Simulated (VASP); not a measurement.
# ZnS (F-43m) in VASP: settings compared

The runs below take ZnS through single point, relaxation of the atoms, relaxation of cell and atoms, with RPBE, PBE, HF.

All numbers are computed with VASP 6.6.1; they aren't measurements. Logs are shortened: lines on timing, memory, paths and dates and some standing lists are left out, and cuts for length are marked.

**Measured values to compare with.**

“Electronic, vibrational, and thermodynamic properties of ZnS (zincblende and rocksalt structure)”, 2009, arxiv:0911.5022 quotes, for a bulk crystal of ZnS at 19 K: band gap 3.85 eV (direct).

The results are compared with them further down.

### Step 1. The crystal as given

Symmetry: F-43m, No. 216, cubic system. Conventional cell: a = 5.404 Å, b = 5.404 Å, c = 5.404 Å, α = 90.00°, β = 90.00°, γ = 90.00°. Zn (site symmetry -43m) is surrounded by 4 S at 2.34 Å. Around S (site symmetry -43m) lie 4 Zn at 2.34 Å.

### Step 2. Single point, RPBE

Input file run.py:

```python
from ase.calculators.vasp import Vasp
from ase.dft.bandgap import bandgap
from ase.io import read

atoms = read('ZnS.cif')
calc = Vasp(
    directory='calc',
    xc='rpbe',
    pp='PBE',
    setups='materialsproject',
    prec='Accurate',
    encut=520,
    ediff=1e-07,
    ismear=0,
    sigma=0.05,
    lreal=False,
    lasph=True,
    nelm=100,
    algo='Normal',
    isif=2,
    lwave=False,
    lcharg=False,
    kpts=[9, 9, 9],
    gamma=True,
)
atoms.calc = calc

print('energy (eV):', atoms.get_potential_energy())
print('free energy (eV):', atoms.get_potential_energy(force_consistent=True))
print('forces (eV/A):')
print(atoms.get_forces())
print('stress (eV/A^3, Voigt):', atoms.get_stress())
print('Fermi level (eV):', calc.get_fermi_level())
gap, top, bottom = bandgap(calc)
print('band gap (eV):', gap, 'from (spin, k, band)', top, 'to', bottom)
```

Input file ZnS.cif:

```cif
data_ZnS
_cell_length_a 3.82120505
_cell_length_b 3.82120505
_cell_length_c 3.82120505
_cell_angle_alpha 60.00000000
_cell_angle_beta 60.00000000
_cell_angle_gamma 60.00000000
_space_group_name_H-M_alt 'P1'
_space_group_name_Hall 'P 1'
_space_group_IT_number 1
loop_
_space_group_symop_operation_xyz
'x,y,z'
loop_
_atom_site_label
_atom_site_type_symbol
_atom_site_symmetry_multiplicity
_atom_site_Wyckoff_symbol
_atom_site_fract_x
_atom_site_fract_y
_atom_site_fract_z
_atom_site_occupancy
Zn1 Zn 1 a 0.7500000000 0.7500000000 0.7500000000 1
S1 S 1 a 0.0000000000 0.0000000000 0.0000000000 1
```

Potentials or basis: VASP PAW PBE potentials, release 64 (Zn, S).

On the command line:

```console
$ python run.py
```

Standard output:

```text
energy (eV): -6.17399031
free energy (eV): -6.17399031
forces (eV/A):
[[-0. -0. -0.]
 [ 0.  0.  0.]]
stress (eV/A^3, Voigt): [-0.02702537 -0.02702537 -0.02702537 -0.         -0.         -0.        ]
Fermi level (eV): 2.47095096
band gap (eV): 2.2812000000000006 from (spin, k, band) (0, np.int64(0), np.int64(8)) to (0, np.int64(0), np.int64(9))
```

OUTCAR:

```text
ENCUT = 520.000000
   EDIFF = 1.00e-07
   GGA = RP
   PREC = Accurate
   ISIF = 2
   ISMEAR = 0
   NELM = 100
   LASPH = .TRUE.
   LREAL = .FALSE.

 ion  position               nearest neighbor table
   1  0.750  0.750  0.750-   2 2.34   2 2.34   2 2.34   2 2.34
   2  0.000  0.000  0.000-   1 2.34   1 2.34   1 2.34   1 2.34

  LATTYP: Found a face centered cubic cell.
 ALAT       =     5.4040000063

  Lattice vectors:

 A1 = (   3.8212050500,   0.0000000000,   0.0000000000)
 A2 = (   1.9106025250,   3.3092606464,   0.0000000000)
 A3 = (   1.9106025250,   1.1030868821,   3.1200008583)

Analysis of symmetry for initial positions (statically):
=====================================================================
 Subroutine PRICEL returns:
 Original cell was already a primitive cell.

 Routine SETGRP: Setting up the symmetry group for a
 face centered cubic supercell.

 Subroutine GETGRP returns: Found 24 space group operations
 (whereof 24 operations were pure point group operations)
 out of a pool of 48 trial point group operations.

The static configuration has the point symmetry T_d .

Analysis of symmetry for dynamics (positions and initial velocities):
=====================================================================
 Subroutine PRICEL returns:
 Original cell was already a primitive cell.

 Routine SETGRP: Setting up the symmetry group for a
 face centered cubic supercell.

 Subroutine GETGRP returns: Found 24 space group operations
 (whereof 24 operations were pure point group operations)
 out of a pool of 48 trial point group operations.

The dynamic configuration has the point symmetry T_d .

 Subroutine INISYM returns: Found 24 space group operations
 (whereof 24 operations are pure point group operations),
 and found     1 'primitive' translations

----------------------------------------------------------------------------------------

                                     Primitive cell

  volume of cell :      39.4535

  direct lattice vectors                    reciprocal lattice vectors
     3.821205050  0.000000000  0.000000000     0.261697550 -0.151091151 -0.106837577
     1.910602525  3.309260646  0.000000000     0.000000000  0.302182302 -0.106837577
     1.910602525  1.103086882  3.120000858     0.000000000  0.000000000  0.320512732

  length of vectors
     3.821205050  3.821205050  3.821205050     0.320512732  0.320512732  0.320512732

  position of ions in fractional coordinates (direct lattice)
     0.750000000  0.750000000  0.750000000
     0.000000000  0.000000000  0.000000000

  ion indices of the primitive-cell ions
   primitive index   ion index
                 1           1
                 2           2

----------------------------------------------------------------------------------------

 KPOINTS: KPOINTS created by Atomic Simulation Env

Automatic generation of k-mesh.
 Grid dimensions read from file:
 generate k-points for:    9    9    9

 Generating k-lattice:

  Cartesian coordinates                     Fractional coordinates (reciprocal lattice)
     0.029077506 -0.016787906 -0.011870842     0.111111111  0.000000000  0.000000000
     0.000000000  0.033575811 -0.011870842     0.000000000  0.111111111  0.000000000
     0.000000000  0.000000000  0.035612526     0.000000000  0.000000000  0.111111111

  Length of vectors
     0.035612526  0.035612526  0.035612526

[... 38 lines left out ...]
   dimension x,y,z NGX =    28 NGY =   28 NGZ =   28
   dimension x,y,z NGXF=    56 NGYF=   56 NGZF=   56
   ions per type =               1   1
   NGX,Y,Z   is equivalent  to a cutoff of  12.18, 12.18, 12.18 a.u.
   NGXF,Y,Z  is equivalent  to a cutoff of  24.36, 24.36, 24.36 a.u.
 SYSTEM =  unknown system
   PREC   = accura    normal or accurate (medium, high low for compatibility)
   ISTART =      0    job   : 0-new  1-cont  2-samecut
   ICHARG =      2    charge: 1-file 2-atom 10-const
   ISPIN  =      1    spin polarized calculation?
   LNONCOLLINEAR =      F non collinear calculations
   LSORBIT =      F    spin-orbit coupling
   LASPH  =      T    aspherical Exc in radial PAW
   ENCUT  =  520.0 eV  38.22 Ry    6.18 a.u.   7.10  7.10  7.10*2*pi/ulx,y,z
   NELM   =    100;   NELMIN=  2; NELMDL= -5     # of ELM steps
   EDIFF  = 0.1E-06   stopping-criterion for ELM
   LREAL  =      F    real-space projection
   EDIFFG = 0.1E-05   stopping-criterion for IOM
   NSW    =      0    number of steps for IOM
   IBRION =     -1    ionic relax: 0-MD 1-quasi-New 2-CG
   NFREE  =      0    steps in history (QN), initial steepest desc. (CG)
   ISIF   =      2    stress and relaxation
   ISYM   =      2    0-nonsym 1-usesym 2-fastsym
   POTIM  = 0.5000    time-step for ionic-motion
   TEBEG  =    0.0;   TEEND  =   0.0 temperature during run
   PSTRESS=    0.0 pullay stress
   NELECT =      18.0000    total number of electrons
   NUPDOWN=      -1.0000    fix difference up-down
   EMIN   =  10.00;   EMAX   =-10.00  energy-range for DOS
   EFERMI =   0.00;   METHOD = LEGACY
   ISMEAR =     0;   SIGMA  =   0.05  broadening in eV -4-tet -1-fermi 0-gaus
   EFERMI_NEDOS =   21; number of points for ismear=-14 and -15
   IALGO  =     38    algorithm
   IMIX   =      4    mixing-type and parameters
     AMIX     =   0.40;   BMIX     =  1.00
     AMIX_MAG =   1.60;   BMIX_MAG =  1.00
  volume/ion in A,a.u.               =      19.73       133.12
  Fermi-wavevector in a.u.,A,eV,Ry     =   1.260290  2.381602 21.610537  1.588330
  Thomas-Fermi vector in A             =   2.393807
   LORBIT       =      0    0 simple, 1 ext, 2 COOP (PROOUT), +10 PAW based schemes
   GGA     = RP    functional components
   LHFCALC =     F    Hartree Fock is set to
   AEXX    =    0.0000 exact exchange contribution
   IVDW    =     0    specifies the selected vdW correction
   LEPSILON=     F    determine dielectric tensor
   LRPA    =     F    only Hartree local field effects (RPA)
 non-spin polarized calculation
 Gauss-broadening in eV      SIGMA  =   0.05
  energy-cutoff  :      520.00
  volume of cell :       39.45
 maximum number of plane-waves:      1073
   NGX = 15   NGY = 15   NGZ = 15

 number of electron      18.0000000 magnetization

 Free energy of the ion-electron system (eV)
  ---------------------------------------------------
  ext. energy  EPLUGINS =         0.00000000
  ---------------------------------------------------
  free energy    TOTEN  =        -6.17399031 eV

  energy without entropy =       -6.17399031  energy(sigma->0) =       -6.17399031

 E-fermi :   2.4710     XC(G=0):  -9.4103

 val. band max:        2.2193972023   @ k =   0.0000   0.0000   0.0000
 cond. band min:       4.5006460895   @ k =   0.0000   0.0000   0.0000
 fundamental gap:      2.2812488873
 Fermi energy:         2.4709509570

 k-point     1 :       0.0000    0.0000    0.0000
  band No.  band energies     occupation
      1     -10.9046      2.00000
      2      -4.0736      2.00000
      3      -4.0736      2.00000
      4      -4.0736      2.00000
      5      -3.5703      2.00000
      6      -3.5703      2.00000
      7       2.2194      2.00000
      8       2.2194      2.00000
      9       2.2194      2.00000
     10       4.5006      0.00000
     11       8.6700      0.00000
     12       8.6700      0.00000
     13       8.6700      0.00000
[... 354 lines left out ...]
  band No.  band energies     occupation
      1      -9.7245      2.00000
      2      -4.0984      2.00000
      3      -3.7424      2.00000
      4      -3.7424      2.00000
      5      -3.4968      2.00000
      6      -3.4107      2.00000
      7      -2.1307      2.00000
      8       0.0710      2.00000
      9       0.0710      2.00000
     10       5.8314      0.00000
     11       6.4487      0.00000
     12      13.1185      0.00000
     13      13.8444      0.00000

 [... further k-points ...]

------------------------ aborting loop because EDIFF is reached ----------------------------------------

  FORCE on cell =-STRESS in cart. coord.  units (eV):
  Direction    XX          YY          ZZ          XY          YZ          ZX
  --------------------------------------------------------------------------------------
  -------------------------------------------------------------------------------------
  Total        1.0662463      1.0662463      1.0662463      0.0000000      0.0000000      0.0000000
  in kB       43.2994227     43.2994227     43.2994227      0.0000000      0.0000000      0.0000000
  external PRESSURE =      43.2994227 kB  Pullay stress =       0.0000000 kB

 VOLUME and BASIS-vectors are now :
 -----------------------------------------------------------------------------
  energy-cutoff  :      520.00
  volume of cell :       39.45
      direct lattice vectors                 reciprocal lattice vectors
     3.821205050  0.000000000  0.000000000     0.261697550 -0.151091151 -0.106837577
     1.910602525  3.309260646  0.000000000     0.000000000  0.302182302 -0.106837577
     1.910602525  1.103086882  3.120000858     0.000000000  0.000000000  0.320512732

 POSITION                                       TOTAL-FORCE (eV/Angst)
 -----------------------------------------------------------------------------------
      5.73181      3.30926      2.34000        -0.000000     -0.000000     -0.000000
      0.00000      0.00000      0.00000         0.000000      0.000000      0.000000
 -----------------------------------------------------------------------------------
    total drift:                                0.000001      0.000001      0.000001

  FREE ENERGIE OF THE ION-ELECTRON SYSTEM (eV)
  ---------------------------------------------------
  free  energy   TOTEN  =        -6.1739903075 eV

  energy  without entropy=       -6.1739903075  energy(sigma->0) =       -6.17399031
```

INCAR:

```text
ENCUT = 520.000000
SIGMA = 0.050000
EDIFF = 1.00e-07
ALGO = Normal
GGA = RP
PREC = Accurate
ISIF = 2
ISMEAR = 0
NELM = 100
LASPH = .TRUE.
LCHARG = .FALSE.
LWAVE = .FALSE.
LREAL = .FALSE.
```

Wall time 12 s (1 thread of Intel Xeon Platinum 8488C (Sapphire Rapids), shared host); peak memory 0.16 GiB.

What came out:

| Property | Result |
| --- | --- |
| Free energy | -6.1740 eV |
| Pressure | 4.3 GPa |
| Band gap on the k mesh | 2.28 eV, direct |

Levels at points of the mesh, in eV from the valence-band top:
| k point | band 7 | band 8 | band 9 | band 10 | band 11 | band 12 |
| --- | --- | --- | --- | --- | --- | --- |
| (0.00, 0.00, 0.00) | 0.00 | 0.00 | 0.00 | 2.28 | 6.45 | 6.45 |

Caveat: the PAW data sets were made with another functional, which shifts forces and pressure a little.

(Part 1 of 2 ends here.)
